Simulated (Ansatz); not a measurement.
TaN:

```
Ta N
1.0
     2.73231    0.00000    0.00000
     0.00000    2.73231    0.00000
     0.00000    0.00000    2.73231
Ta N
1 1
Direct
  0.00000 0.00000 0.00000
  0.50000 0.50000 0.50000
```

The cell comes from a database or a generator and needn't be the stable form of this composition.

* Program: Ansatz 0.2.0
* Task: relaxation of cell and atoms
* Functional: HSEsol
* Potentials or basis: Ansatz PAW
* Cutoff: 420 eV (not typed: the program's choice for these potentials)
* k mesh: 5 × 5 × 5
* Occupations: fermi-dirac, width 0.05 eV
* Spin: no spin polarisation

At the start: volume 10.20 Å³/atom.

**Question.** Where does the relaxation end?

**Answer.** It ends after 7 steps and the volume is 9.97 Å³/atom (-2.2 %); space group Pm-3m (No. 221, to 0.05 Å).

The path:
| step | energy change (eV) | largest force (eV/Å) | volume (Å³) |
| --- | --- | --- | --- |
| 1 | 0.0000 | 0.0000 | 20.40 |
| 2 | -0.0093 | 0.0000 | 19.70 |
| 3 | -0.0121 | 0.0000 | 19.95 |
| 4 | -0.0121 | 0.0000 | 19.95 |
| 5 | -0.0111 | 0.0000 | 19.95 |
| 6 | -0.0111 | 0.0000 | 19.94 |
| 7 | -0.0111 | 0.0000 | 19.94 |

Final structure:
```yaml
crystal:
  lattice:
    - [2.71170, 0.00000, 0.00000]
    - [0.00000, 2.71170, 0.00000]
    - [0.00000, 0.00000, 2.71170]
  atoms:
    - { symbol: Ta, position: [0.00000, 0.00000, 0.00000] }
    - { symbol: N, position: [0.50000, 0.50000, 0.50000] }
```

Caveat: the k mesh is coarse (spacing up to 0.46 Å⁻¹), so the values aren't converged, least of all with exact exchange; the plane-wave basis is chosen anew once the cell has moved, so the energies of steps on either side of that aren't comparable; the pressure holds a Pulay correction of +0.4 GPa for the finite cutoff; the PAW data sets come from PBE, with cores solved anew for the run's functional, which leaves a small shift of forces and pressure.
